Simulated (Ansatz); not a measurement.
# Ge: the cost of one run

Program: Ansatz 0.2.0. Level of theory: DFT PBE, scalar-relativistic, plane waves, PAW. These are calculated values, not measurements.

## 1. The structure to begin with

The structure is tetragonal, space group I4_1/amd (No. 141). The conventional cell has a = 4.743 Å, b = 4.743 Å, c = 2.659 Å, α = 90.00°, β = 90.00°, γ = 90.00°. Si (site symmetry -4m2) has 6 Si at 2.46 to 2.66 Å as nearest neighbours.

Coordinates:

```cif
data_structure
_symmetry_space_group_name_H-M 'I4_1/amd:1'
_symmetry_Int_Tables_number 141
_cell_length_a 4.7427
_cell_length_b 4.7427
_cell_length_c 2.6585
_cell_angle_alpha 90.000
_cell_angle_beta 90.000
_cell_angle_gamma 90.000
_cell_volume 59.80
loop_
_atom_site_label
_atom_site_type_symbol
_atom_site_symmetry_multiplicity
_atom_site_Wyckoff_symbol
_atom_site_fract_x
_atom_site_fract_y
_atom_site_fract_z
_atom_site_occupancy
Si1 Si 4 b 0.00000 0.50000 0.75000 1
```

The structure comes from the Materials Project (structure only).

## 2. Substitution of an element, cell strained: Si → Ge, first probe

Against the listed cell: Ge takes all sites of Si, and lengths are scaled by 1.049 as a first guess of the size; strain xx, yy, zz, yz, xz, xy = +3.1, +3.1, +3.1, +0.0, +0.0, +0.0 %.

File input.yaml:

```yaml
crystal:
  lattice:
    - [-2.5631289036, 2.5631289036, 1.4367539568]
    - [2.5631289036, -2.5631289036, 1.4367539568]
    - [2.5631289036, 2.5631289036, -1.4367539568]
  atoms:
    - { symbol: Ge, position: [0.25, 0.75, 0.5] }
    - { symbol: Ge, position: [0.5, 0.5, 0.0] }
basis:
  ecutwfc: 420
kpoints:
  mp_grid: { grid: [8, 8, 8] }
hamiltonian:
  xc: pbe
scf:
  occupations: { method: gaussian, width: 0.1 }
output:
  forces: true
  stress: true
  eigenvalues: true
```

Launch:

```
$ ansatz run input.yaml --threads 1 --pin off --max-ram 1331MiB --backend cpu --events-out ev --progress --plain --runs-dir out
```

Q: Estimate wall time and peak memory on 1 thread of an x86-64 CPU, shared host.

About 2.4 s, with a peak of 0.34 GiB.
